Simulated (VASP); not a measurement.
Here is a VASP 6.6.1 calculation.

The input INCAR:

```
  ALGO = Fast
  EDIFF = 1E-6
  ENCUT = 520
  GGA = PE
  ISIF = 2
  ISMEAR = 0
  LASPH = True
  LCHARG = False
  LREAL = False
  LWAVE = False
  NBANDS = 7
  NELM = 100
  PREC = Accurate
  SIGMA = 0.15
```

KPOINTS

```
k-points
0
Gamma
  18 18 18
```

The input POSCAR:

```
Mg
1.0
   -1.6309433370      1.6309433370      1.6309433370
    1.6309433370     -1.6309433370      1.6309433370
    1.6309433370      1.6309433370     -1.6309433370
Mg
1
Direct
    0.0000000000      0.0000000000      0.0000000000
```

Potentials or basis: VASP PAW PBE potentials, release 64 (Mg).

Command:

```bash
$ cat potpaw_PBE.64/Mg/POTCAR > POTCAR
$ mpirun -np 1 vasp_std > vasp.out
```

Task: Estimate the pressure.

Result: 17.0 GPa.

Task: What does it give for the band gap on the k mesh?

Result: None (metal or under the smearing width).

Caveat: so large a pressure means that the cell lies far from this level's equilibrium, or that cutoff or potentials fall short.
